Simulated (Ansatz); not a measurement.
# Lithium, omega (AlB2-type) under RPBE: structure, energy and stiffness, part 2 of 2

Aim: take lithium in the omega (AlB2-type) structure, relax it, solve it on a dense k-mesh, then scale the cell to 7 volumes from 88 to 112 % of the relaxed one and try a fit of the equation of state. Spin polarisation is left out. The k-meshes are 7×7×10 for the relaxation; 10×10×14 for the dense run; 8×8×12 for the volumes.

Ansatz 0.2.0; DFT, RPBE, plane waves (420 eV) with PAW, scalar-relativistic. The steps go on from the part before.

## 6. Equation of state: 96 %

input.yaml

```yaml
crystal:
  lattice:
    - [4.9270811238, 0.0, 0.0]
    - [-2.4635405619, 4.2669774197, 0.0]
    - [0.0, 0.0, 2.890460952]
  atoms:
    - { symbol: Li, position: [0.0, 0.0, 0.0] }
    - { symbol: Li, position: [0.3333333333, 0.6666666667, 0.5] }
    - { symbol: Li, position: [0.6666666667, 0.3333333333, 0.5] }
hamiltonian:
  xc: rpbe
  pseudopotentials:
    kind: paw
    azcp:
      Li: "pseudopotentials/Li.paw.azcp"
basis:
  ecutwfc: 420
  fft_grid_basis: typed
kpoints:
  mp_grid: { grid: [8, 8, 12], shift: [0, 0, 0] }
magnetization:
  spin_polarized: false
scf:
  occupations: { method: fermi_dirac, width: 0.1 }
  lower_state_search: "off"
output:
  stress: true
  write_density: true
  write_potential: true
  elf: true
  volumetric_format: npy
```

The program printed, cut to the lines that bear on the results:

```text
Warning: RAYON_NUM_THREADS=2 ignored (pool sized by the plan → 2); use --threads N
[...]
Pseudopotentials: kind: paw
Pseudopotential: Li, paw, valence charge 3, recommended cutoff 420 eV (normal), <dir>
Functional definition: RPBE
[...]
Crystal: 3 atoms, lattice volume = 60.768 Å³
Basis set: ecut = 420 eV, 1179 PW (Γ)
Bands: 9, of which v1, the nominal top of the filled ones, is band 5 counted from 1 (4 counted from 0)
Symmetry: 24 space group operations
Space group: P6/mmm (ITA 191), of the structure as read, at distance tolerance 3.9e-5 Å
k-points: 70 of 768
[...]
SCF iter   1: F=—  HF=-616.302277 eV  |F-HF|=—  |Δ(HF+E_count)|=         —  Δρ=1.55e-3  dr2=1.62e-3  ethr=1.77e-3  ⟨swp⟩=4.0  Hψ=3691  notcnv=0
[...]
SCF iter   6: F=-616.301032 eV  HF=-616.301032 eV  |F-HF|=8.97e-10  |Δ(HF+E_count)|=   2.16e-8  Δρ=2.63e-6  dr2=6.74e-9  ethr=1.11e-9  ⟨swp⟩=5.6  Hψ=2352  notcnv=0
[...]
SCF converged after 6 iterations
Free energy (F): -616.301032 eV
[...]
E sigma→0 (E₀):  -616.277065 eV
Entropy (-TS):   -0.047933 eV (-15.978 meV/atom)
Fermi energy:    1.093308 eV
[...]
--- Stress (GPa, compression-positive) ---
        0.545846       0.000000       0.000000
        0.000000       0.545846       0.000000
        0.000000       0.000000       0.659496
  P = ⅓ Tr σ = 0.5837 GPa (5.837 kbar)
--- Band table (eV; the first three rows and the last of 70) ---
  k-point 0: bands = ["-45.6572", "-45.6371", "-45.5342", "-2.4984", "3.2148", "3.2148", "3.2699", "3.2699", "6.9437"]
[...]
```

Wall time 1.3 s (2 threads of an Arm CPU, shared host); peak memory 0.31 GiB.

Density in a lattice plane of the grid's cell (edges 4.93 and 4.93 Å, at 0.500 of the third edge), which holds Li.

Values in e/Å³, 12 rows by 12 columns:
```
0.05 0.05 0.05 0.05 0.05 0.05 0.05 0.05 0.05 0.06 0.05 0.05
0.05 0.05 0.05 0.05 0.08 0.13 0.07 0.05 0.05 0.06 0.05 0.05
0.06 0.05 0.05 0.20 2.18 1.97 0.13 0.05 0.05 0.06 0.06 0.06
0.06 0.05 0.08 2.18 7.74 2.34 0.08 0.05 0.05 0.05 0.05 0.05
0.05 0.05 0.13 1.97 2.34 0.19 0.05 0.05 0.05 0.05 0.05 0.05
0.05 0.05 0.07 0.13 0.08 0.05 0.05 0.05 0.08 0.13 0.07 0.05
0.05 0.05 0.05 0.05 0.05 0.05 0.05 0.19 2.34 1.97 0.13 0.05
0.06 0.05 0.05 0.05 0.05 0.05 0.08 2.34 7.74 2.18 0.08 0.05
0.06 0.06 0.06 0.06 0.05 0.05 0.13 1.97 2.18 0.20 0.05 0.05
0.05 0.05 0.05 0.06 0.05 0.05 0.07 0.13 0.08 0.05 0.05 0.05
0.05 0.05 0.05 0.06 0.05 0.05 0.05 0.05 0.05 0.05 0.05 0.05
0.05 0.05 0.05 0.06 0.06 0.05 0.05 0.05 0.06 0.06 0.05 0.05
```
Columns run along the first of these edges and rows up along the second, over one cell in 12 and 12 even steps from the bottom left corner. Atoms in the plane (fractional): Li at (0.33, 0.67), Li at (0.67, 0.33).

ELF in the same plane.

Values, 12 rows by 12 columns:
```
0.50 0.58 0.63 0.59 0.39 0.16 0.16 0.38 0.60 0.63 0.58 0.50
0.61 0.63 0.56 0.19 0.04 0.05 0.02 0.18 0.56 0.63 0.61 0.58
0.65 0.59 0.19 0.09 0.76 0.80 0.06 0.19 0.59 0.64 0.63 0.63
0.62 0.39 0.04 0.76 0.98 0.75 0.03 0.36 0.61 0.59 0.56 0.60
0.51 0.16 0.05 0.80 0.75 0.11 0.18 0.48 0.36 0.19 0.18 0.38
0.45 0.16 0.02 0.06 0.03 0.18 0.40 0.18 0.03 0.06 0.02 0.16
0.51 0.38 0.18 0.19 0.36 0.48 0.18 0.11 0.75 0.80 0.05 0.16
0.62 0.60 0.56 0.59 0.61 0.36 0.03 0.75 0.98 0.76 0.04 0.39
0.65 0.63 0.63 0.64 0.59 0.19 0.06 0.80 0.76 0.09 0.19 0.59
0.61 0.58 0.61 0.63 0.56 0.18 0.02 0.05 0.04 0.19 0.56 0.63
0.50 0.50 0.58 0.63 0.60 0.38 0.16 0.16 0.39 0.59 0.63 0.58
0.43 0.50 0.61 0.65 0.62 0.51 0.45 0.51 0.62 0.65 0.61 0.50
```
Columns run along the first of these edges and rows up along the second, over one cell in 12 and 12 even steps from the bottom left corner. Atoms in the plane (fractional): Li at (0.33, 0.67), Li at (0.67, 0.33).

Both are smooth fields of the valence electrons: close to the nuclei they are not physical.

The highest ELF values outside the cores: 0.70 between the atoms, 2.0 Å from Li.

## 7. Equation of state: 100 %

Changes to input.yaml since step 6:

```diff
@@ -2,5 +2,5 @@
   lattice:
-    - [4.9270811238, 0.0, 0.0]
-    - [-2.4635405619, 4.2669774197, 0.0]
-    - [0.0, 0.0, 2.890460952]
+    - [4.9945837739, 0.0, 0.0]
+    - [-2.4972918869, 4.3254364295, 0.0]
+    - [0.0, 0.0, 2.9300612284]
   atoms:
```

The program printed, cut to the lines that bear on the results:

```text
Warning: RAYON_NUM_THREADS=2 ignored (pool sized by the plan → 2); use --threads N
[...]
Pseudopotentials: kind: paw
Pseudopotential: Li, paw, valence charge 3, recommended cutoff 420 eV (normal), <dir>
Functional definition: RPBE
[...]
Crystal: 3 atoms, lattice volume = 63.300 Å³
Basis set: ecut = 420 eV, 1263 PW (Γ)
Bands: 9, of which v1, the nominal top of the filled ones, is band 5 counted from 1 (4 counted from 0)
Symmetry: 24 space group operations
Space group: P6/mmm (ITA 191), of the structure as read, at distance tolerance 4.0e-5 Å
k-points: 70 of 768
[...]
SCF iter   1: F=—  HF=-616.306864 eV  |F-HF|=—  |Δ(HF+E_count)|=         —  Δρ=1.46e-3  dr2=1.55e-3  ethr=1.77e-3  ⟨swp⟩=4.1  Hψ=3731  notcnv=0
[...]
SCF iter   6: F=-616.305610 eV  HF=-616.305610 eV  |F-HF|=3.42e-10  |Δ(HF+E_count)|=   1.16e-8  Δρ=1.64e-6  dr2=2.85e-9  ethr=1.08e-9  ⟨swp⟩=4.6  Hψ=2626  notcnv=0
[...]
SCF converged after 6 iterations
Free energy (F): -616.305610 eV
[...]
E sigma→0 (E₀):  -616.281308 eV
Entropy (-TS):   -0.048605 eV (-16.202 meV/atom)
Fermi energy:    0.961642 eV
[...]
--- Stress (GPa, compression-positive) ---
       -0.034473       0.000000      -0.000000
        0.000000      -0.034473      -0.000000
       -0.000000      -0.000000       0.105978
  P = ⅓ Tr σ = 0.0123 GPa (0.123 kbar)
--- Band table (eV; the first three rows and the last of 70) ---
  k-point 0: bands = ["-45.8560", "-45.8388", "-45.7375", "-2.5740", "3.0406", "3.0406", "3.0964", "3.0964", "6.5875"]
[...]
```

It took 1.4 s on 2 threads of an Arm CPU, shared host; peak memory 0.32 GiB.

## 8. Equation of state: 104 %

Changes to input.yaml since step 7:

```diff
@@ -2,5 +2,5 @@
   lattice:
-    - [4.9945837739, 0.0, 0.0]
-    - [-2.4972918869, 4.3254364295, 0.0]
-    - [0.0, 0.0, 2.9300612284]
+    - [5.0603095187, 0.0, 0.0]
+    - [-2.5301547593, 4.3823565942, 0.0]
+    - [0.0, 0.0, 2.9686190873]
   atoms:
@@ -27,5 +27 @@
   stress: true
-  write_density: true
-  write_potential: true
-  elf: true
-  volumetric_format: npy
```

The program printed, cut to the lines that bear on the results:

```text
Warning: RAYON_NUM_THREADS=2 ignored (pool sized by the plan → 2); use --threads N
[...]
Pseudopotentials: kind: paw
Pseudopotential: Li, paw, valence charge 3, recommended cutoff 420 eV (normal), <dir>
Functional definition: RPBE
[...]
Crystal: 3 atoms, lattice volume = 65.832 Å³
Basis set: ecut = 420 eV, 1263 PW (Γ)
Bands: 9, of which v1, the nominal top of the filled ones, is band 5 counted from 1 (4 counted from 0)
Symmetry: 24 space group operations
Space group: P6/mmm (ITA 191), of the structure as read, at distance tolerance 4.0e-5 Å
k-points: 70 of 768
[...]
SCF iter   1: F=—  HF=-616.303133 eV  |F-HF|=—  |Δ(HF+E_count)|=         —  Δρ=1.38e-3  dr2=1.45e-3  ethr=1.77e-3  ⟨swp⟩=4.1  Hψ=3737  notcnv=0
[...]
SCF iter   6: F=-616.301898 eV  HF=-616.301898 eV  |F-HF|=4.70e-11  |Δ(HF+E_count)|=   3.79e-9  Δρ=2.57e-7  dr2=5.31e-11  ethr=1.14e-10  ⟨swp⟩=2.0  Hψ=1858  notcnv=0
[...]
SCF converged after 6 iterations
Free energy (F): -616.301898 eV
[...]
E sigma→0 (E₀):  -616.277255 eV
Entropy (-TS):   -0.049286 eV (-16.429 meV/atom)
Fermi energy:    0.839520 eV
[...]
--- Stress (GPa, compression-positive) ---
       -0.522651      -0.000000       0.000000
       -0.000000      -0.522651      -0.000000
        0.000000      -0.000000      -0.360105
  P = ⅓ Tr σ = -0.4685 GPa (-4.685 kbar)
```

Run time: 1.1 s. Hardware: 2 threads of an Arm CPU, shared host; peak memory 0.31 GiB.

## 9. Equation of state: 108 %

Changes to input.yaml since step 8:

```diff
@@ -2,5 +2,5 @@
   lattice:
-    - [5.0603095187, 0.0, 0.0]
-    - [-2.5301547593, 4.3823565942, 0.0]
-    - [0.0, 0.0, 2.9686190873]
+    - [5.1243708702, 0.0, 0.0]
+    - [-2.5621854351, 4.437835352, 0.0]
+    - [0.0, 0.0, 3.0062005337]
   atoms:
@@ -27 +27,5 @@
   stress: true
+  write_density: true
+  write_potential: true
+  elf: true
+  volumetric_format: npy
```

The program printed, cut to the lines that bear on the results:

```text
Warning: RAYON_NUM_THREADS=2 ignored (pool sized by the plan → 2); use --threads N
[...]
Pseudopotentials: kind: paw
Pseudopotential: Li, paw, valence charge 3, recommended cutoff 420 eV (normal), <dir>
Functional definition: RPBE
[...]
Crystal: 3 atoms, lattice volume = 68.364 Å³
Basis set: ecut = 420 eV, 1313 PW (Γ)
Bands: 9, of which v1, the nominal top of the filled ones, is band 5 counted from 1 (4 counted from 0)
Symmetry: 24 space group operations
Space group: P6/mmm (ITA 191), of the structure as read, at distance tolerance 4.1e-5 Å
k-points: 70 of 768
[...]
SCF iter   1: F=—  HF=-616.292403 eV  |F-HF|=—  |Δ(HF+E_count)|=         —  Δρ=1.31e-3  dr2=1.36e-3  ethr=1.77e-3  ⟨swp⟩=4.1  Hψ=3718  notcnv=0
[...]
SCF iter   6: F=-616.291175 eV  HF=-616.291175 eV  |F-HF|=4.42e-11  |Δ(HF+E_count)|=   3.69e-9  Δρ=2.38e-7  dr2=4.87e-11  ethr=1.05e-10  ⟨swp⟩=3.9  Hψ=2483  notcnv=0
the search or the solves at the SCF's close seem to have found levels that the self-consistency loop had missed (the run counts 1). By its estimate they hold under 1e-12 electrons; where the run keeps them, the occupations were computed again with them
[...]
SCF converged after 6 iterations
Free energy (F): -616.291175 eV
[...]
E sigma→0 (E₀):  -616.266189 eV
Entropy (-TS):   -0.049971 eV (-16.657 meV/atom)
Fermi energy:    0.725899 eV
[...]
--- Stress (GPa, compression-positive) ---
       -0.934643       0.000000       0.000000
        0.000000      -0.934643       0.000000
        0.000000       0.000000      -0.751695
  P = ⅓ Tr σ = -0.8737 GPa (-8.737 kbar)
--- Band table (eV; the first three rows and the last of 70) ---
  k-point 0: bands = ["-46.2213", "-46.2085", "-46.1112", "-2.7020", "2.7274", "2.7274", "2.7845", "2.7845", "5.9474"]
[...]
```

It took 1.6 s on 2 threads of an Arm CPU, shared host; peak memory 0.32 GiB.

## 10. Equation of state: 112 %

Changes to input.yaml since step 9:

```diff
@@ -2,5 +2,5 @@
   lattice:
-    - [5.1243708702, 0.0, 0.0]
-    - [-2.5621854351, 4.437835352, 0.0]
-    - [0.0, 0.0, 3.0062005337]
+    - [5.1868693574, 0.0, 0.0]
+    - [-2.5934346787, 4.4919606297, 0.0]
+    - [0.0, 0.0, 3.0428651293]
   atoms:
@@ -27,5 +27 @@
   stress: true
-  write_density: true
-  write_potential: true
-  elf: true
-  volumetric_format: npy
```

The program printed, cut to the lines that bear on the results:

```text
Warning: RAYON_NUM_THREADS=2 ignored (pool sized by the plan → 2); use --threads N
[...]
Pseudopotentials: kind: paw
Pseudopotential: Li, paw, valence charge 3, recommended cutoff 420 eV (normal), <dir>
Functional definition: RPBE
[...]
Crystal: 3 atoms, lattice volume = 70.896 Å³
Basis set: ecut = 420 eV, 1361 PW (Γ)
Bands: 9, of which v1, the nominal top of the filled ones, is band 5 counted from 1 (4 counted from 0)
Symmetry: 24 space group operations
Space group: P6/mmm (ITA 191), of the structure as read, at distance tolerance 4.1e-5 Å
k-points: 70 of 768
[...]
SCF iter   1: F=—  HF=-616.275816 eV  |F-HF|=—  |Δ(HF+E_count)|=         —  Δρ=1.26e-3  dr2=1.29e-3  ethr=1.77e-3  ⟨swp⟩=4.1  Hψ=3710  notcnv=0
[...]
SCF iter   6: F=-616.274587 eV  HF=-616.274587 eV  |F-HF|=5.64e-11  |Δ(HF+E_count)|=   3.90e-9  Δρ=2.54e-7  dr2=5.56e-11  ethr=1.16e-10  ⟨swp⟩=2.0  Hψ=1849  notcnv=0
[...]
SCF converged after 6 iterations
Free energy (F): -616.274587 eV
[...]
E sigma→0 (E₀):  -616.249259 eV
Entropy (-TS):   -0.050656 eV (-16.885 meV/atom)
Fermi energy:    0.619984 eV
[...]
--- Stress (GPa, compression-positive) ---
       -1.282293      -0.000000       0.000000
       -0.000000      -1.282293       0.000000
        0.000000       0.000000      -1.083335
  P = ⅓ Tr σ = -1.2160 GPa (-12.160 kbar)
```

Run time: 1.2 s. Hardware: 2 threads of an Arm CPU, shared host; peak memory 0.32 GiB.

## 11. Fitting the volumes

The cell was scaled evenly, with its shape and the fractional positions fixed.

```tsv
V (Å³/atom)	E − E₀ (meV/atom)	P from the stress (GPa)	P from the fit (GPa)
18.568	14.8	2.08	2.06
19.412	6.1	1.26	1.24
20.256	1.4	0.58	0.56
21.100	0.0	0.01	-0.01
21.944	1.4	-0.47	-0.49
22.788	5.0	-0.87	-0.90
23.632	10.7	-1.22	-1.24
```

Fit (Birch-Murnaghan, third order): V₀ = 21.085 Å³/atom, B₀ = 13.1 GPa, B₀′ = 3.3, largest residual 0.01 meV/atom.

## 12. Results

This closing draws on all 2 parts.

| quantity | value |
| --- | --- |
| space group (spins left aside) | P6/mmm (No. 191) |
| conventional cell | a = 4.995 Å, c = 2.930 Å (c/a = 0.587) |
| volume | 21.100 Å³/atom |
| shortest distance | 2.884 Å |
| gap on the mesh | none (levels filled in part) |
| relative to bcc | +11 meV/atom |
| V₀, B₀, B₀′ | 21.085 Å³/atom, 13.1 GPa, 3.3 |

What this shows: From the guessed start the volume shrank by 2.4 % in 5 steps. Against the reference form of lithium (bcc, computed apart with the same settings) it stands 11 meV/atom higher. No gap shows: it is a metal or semimetal at this level. The fitted modulus is 13.1 GPa, a soft solid; letting shape and positions relax at each volume could only lower it. The symmetry was held, so the structure may be unstable against distortions that break it.
